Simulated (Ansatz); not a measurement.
# InP: the cost of one run

Computed with Ansatz 0.2.0 (DFT LDA, scalar-relativistic, plane waves, PAW, unless a step's input says otherwise).

6 further runs of the same task are left out: 1 that didn't finish, 5 set aside as unsound or not needed.

**1. The starting structure**

It takes space group Fm-3m (No. 225, cubic). The conventional cell has a = 5.419 Å, b = 5.419 Å, c = 5.419 Å, α = 90.00°, β = 90.00°, γ = 90.00°. In (site symmetry m-3m) is surrounded by 6 P at 2.71 Å. Around P (site symmetry m-3m) lie 6 In at 2.71 Å.

Coordinates:

```
CELL_PARAMETERS angstrom
0.00000 2.70963 2.70963
2.70963 0.00000 2.70963
2.70963 2.70963 0.00000
ATOMIC_POSITIONS crystal
In 0.00000 0.00000 0.00000
P 0.50000 0.50000 0.50000
```

This cell was relaxed beforehand with the same method: volume 19.89 Å³/atom, gap on the mesh none (metal).

**2. The cell under 40 GPa**

What is minimised here is the enthalpy; the energy can go up as the cell is squeezed.

Input file input.yaml:

```yaml
crystal:
  lattice:
    - [0.0, 2.7096323612, 2.7096323612]
    - [2.7096323612, 0.0, 2.7096323612]
    - [2.7096323612, 2.7096323612, 0.0]
  atoms:
    - { symbol: In, position: [0.0, 0.0, 0.0] }
    - { symbol: P, position: [0.5, 0.5, 0.5] }
basis:
  ecutwfc: 420
kpoints:
  mp_grid: { grid: [14, 14, 14] }
hamiltonian:
  xc: lda
scf:
  occupations: { method: fermi_dirac, width: 0.15 }
output:
  forces: true
  stress: true
  eigenvalues: true
relax:
  adjacent_minimum: "off"
  f_tol: 0.001
  max_steps: 60
  cell: { stress_tol: 0.02, p_target: 40.0 }
```

The run is started by

```console
ansatz run input.yaml --threads 1 --pin off --max-ram 3072MiB --backend cpu --events-out ev --progress --plain --runs-dir out
```

**Question.** How long does this run take on 1 thread of AMD EPYC 7R43 (Zen 3), shared host, and how much memory does it need?

About 21 s, with a peak of 0.4 GiB.
